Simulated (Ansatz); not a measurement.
**Sr$_{2}$HgN$_{2}$, a known structure type with other elements, at an estimated volume**

```yaml
crystal:
  lattice:
    - [0.00000, 4.13145, 0.00000]
    - [4.13145, 0.00000, 0.00000]
    - [2.06573, 2.06573, -6.49520]
  atoms:
    - { symbol: Sr, position: [0.34430, 0.34430, 0.31140] }
    - { symbol: Sr, position: [0.65570, 0.65570, 0.68860] }
    - { symbol: Hg, position: [0.00000, 0.00000, 0.00000] }
    - { symbol: N, position: [0.14110, 0.14110, 0.71780] }
    - { symbol: N, position: [0.85890, 0.85890, 0.28220] }
```

Level: r2SCAN, no spin polarisation; 500 eV; 7×7×7 Γ-centred mesh; gaussian occupations (width 0.0253 eV); Ansatz 0.2.0, fixed geometry.

(1) What do density and ELF say about some of the short contacts?

(2) Give the Bader charges.

(3) Metal or insulator? Give the gap.

(4) Is it stable against the elements?

Origin: a known structure type with other elements, at an estimated volume, so it need not be a known compound. Caveats: no spin-orbit coupling, which can shift this gap by tenths of an eV; atoms or cell far from equilibrium.

## Answers

(1) Hg–N at 1.83 Å: least valence density 1.41 e/Å³ and ELF 0.45 there. Sr–N at 2.64 Å: least valence density 0.21 e/Å³ and ELF 0.08 there, a closed-shell (ionic or weak) contact. These are pseudo-fields; inside the PAW spheres they differ from the all-electron ones.

(2) Bader charges in e: Sr +1.49, Hg +0.24, N -1.61. In the mean Sr gives up most and N takes most.

(3) The gap is 0.53 eV, indirect (the least direct gap found is 0.88 eV).

(4) -0.24 eV an atom against the elements' usual phases (free molecules for gases, crystals otherwise, with no correction for O₂ or N₂), so it is bound against them; other compounds may still compete. Relaxing would lower it.
